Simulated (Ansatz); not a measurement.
# Sb2S3 (Stibnite): properties at the relaxed cell

Aim: for Sb2S3 (Stibnite), relax it again with other functionals.

Computed with Ansatz 0.2.0 (DFT PBE, scalar-relativistic, plane waves, PAW, unless a step's input says otherwise).

### Step 1. The starting structure

The structure is orthorhombic, space group Pnma (No. 62). The conventional cell has a = 12.171 Å, b = 3.873 Å, c = 11.253 Å, α = 90.00°, β = 90.00°, γ = 90.00°. Around Sb (site symmetry m) lie 3 S at 2.55 to 2.57 Å. Around Sb (site symmetry m) lie 3 S at 2.48 to 2.70 Å. S (site symmetry m) has 3 Sb at 2.55 to 2.70 Å as nearest neighbours. S (site symmetry m) is surrounded by 1 Sb at 2.48 Å. S (site symmetry m) is surrounded by 2 Sb at 2.57 Å.

As a file:

```cif
data_structure
_symmetry_space_group_name_H-M 'P 1'
_symmetry_Int_Tables_number 1
_cell_length_a 12.1707
_cell_length_b 3.8732
_cell_length_c 11.2526
_cell_angle_alpha 90.000
_cell_angle_beta 90.000
_cell_angle_gamma 90.000
_cell_volume 530.44
loop_
_atom_site_label
_atom_site_type_symbol
_atom_site_fract_x
_atom_site_fract_y
_atom_site_fract_z
_atom_site_occupancy
Sb1 Sb 0.46512 0.25000 0.32819 1
Sb2 Sb 0.03488 0.75000 0.82819 1
Sb3 Sb 0.96512 0.25000 0.17181 1
Sb4 Sb 0.53488 0.75000 0.67181 1
Sb5 Sb 0.35959 0.75000 0.03323 1
Sb6 Sb 0.14041 0.25000 0.53323 1
Sb7 Sb 0.85959 0.75000 0.46677 1
Sb8 Sb 0.64041 0.25000 0.96677 1
S1 S 0.30114 0.25000 0.18746 1
S2 S 0.19886 0.75000 0.68746 1
S3 S 0.80114 0.25000 0.31254 1
S4 S 0.69886 0.75000 0.81254 1
S5 S 0.54501 0.75000 0.12469 1
S6 S 0.95499 0.25000 0.62469 1
S7 S 0.04501 0.75000 0.37531 1
S8 S 0.45499 0.25000 0.87531 1
S9 S 0.37591 0.75000 0.44284 1
S10 S 0.12409 0.25000 0.94284 1
S11 S 0.87591 0.75000 0.05716 1
S12 S 0.62409 0.25000 0.55716 1
```

It is the result of an earlier relaxation at this level (volume 26.52 Å³/atom; gap on the mesh: 1.33 eV).

### Step 2. The cell under PBEsol

Contents of input.yaml:

```yaml
crystal:
  lattice:
    - [12.1707062684, 0.0, 0.0]
    - [0.0, 3.8732128712, 0.0]
    - [0.0, 0.0, 11.2526080345]
  atoms:
    - { symbol: Sb, position: [0.4651188722, 0.25, 0.3281856351] }
    - { symbol: Sb, position: [0.0348811278, 0.75, 0.8281856351] }
    - { symbol: Sb, position: [0.9651188722, 0.25, 0.1718143649] }
    - { symbol: Sb, position: [0.5348811278, 0.75, 0.6718143649] }
    - { symbol: Sb, position: [0.3595901032, 0.75, 0.0332274135] }
    - { symbol: Sb, position: [0.1404098968, 0.25, 0.5332274135] }
    - { symbol: Sb, position: [0.8595901032, 0.75, 0.4667725865] }
    - { symbol: Sb, position: [0.6404098968, 0.25, 0.9667725865] }
    - { symbol: S, position: [0.3011350383, 0.25, 0.1874553273] }
    - { symbol: S, position: [0.1988649617, 0.75, 0.6874553273] }
    - { symbol: S, position: [0.8011350383, 0.25, 0.3125446727] }
    - { symbol: S, position: [0.6988649617, 0.75, 0.8125446727] }
    - { symbol: S, position: [0.5450086606, 0.75, 0.1246872267] }
    - { symbol: S, position: [0.9549913394, 0.25, 0.6246872267] }
    - { symbol: S, position: [0.0450086606, 0.75, 0.3753127733] }
    - { symbol: S, position: [0.4549913394, 0.25, 0.8753127733] }
    - { symbol: S, position: [0.3759089219, 0.75, 0.4428420922] }
    - { symbol: S, position: [0.1240910781, 0.25, 0.9428420922] }
    - { symbol: S, position: [0.8759089219, 0.75, 0.0571579078] }
    - { symbol: S, position: [0.6240910781, 0.25, 0.5571579078] }
basis:
  ecutwfc: 420
kpoints:
  mp_grid: { grid: [4, 8, 4] }
hamiltonian:
  xc: pbesol
scf:
  occupations: { method: gaussian, width: 0.02 }
output:
  forces: true
  stress: true
  eigenvalues: true
  write_density: true
  write_potential: true
  elf: true
  volumetric_format: npy
relax:
  adjacent_minimum: "off"
  f_tol: 0.005
  max_steps: 50
  cell: { stress_tol: 0.05 }
```

The run is started by

```bash
ansatz run input.yaml --threads 8 --pin off --max-ram 22528MiB --backend cpu --events-out ev --progress --plain --runs-dir out
```

### Step 3. The cell under PBE+D3(BJ)

input.yaml, as its differences from that of step 2:

```diff
@@ -31,3 +31,4 @@
 hamiltonian:
-  xc: pbesol
+  xc: pbe
+  dispersion: d3bj
 scf:
```

### Step 4. Relaxing with LDA

input.yaml, as its differences from that of step 3:

```diff
@@ -31,4 +31,3 @@
 hamiltonian:
-  xc: pbe
-  dispersion: d3bj
+  xc: lda
 scf:
@@ -39,6 +38,2 @@
   eigenvalues: true
-  write_density: true
-  write_potential: true
-  elf: true
-  volumetric_format: npy
 relax:
```

(Steps that only read results are left out.)

Q: Predict the outcome of this session.

The runs gave:

The volumes rise in the order LDA, PBE+D3(BJ), PBEsol, PBE, over 16.8 %. PBEsol comes nearest to the reported cell (-3.1 %). Spin-orbit coupling is left out, which matters for the bands of Sb.
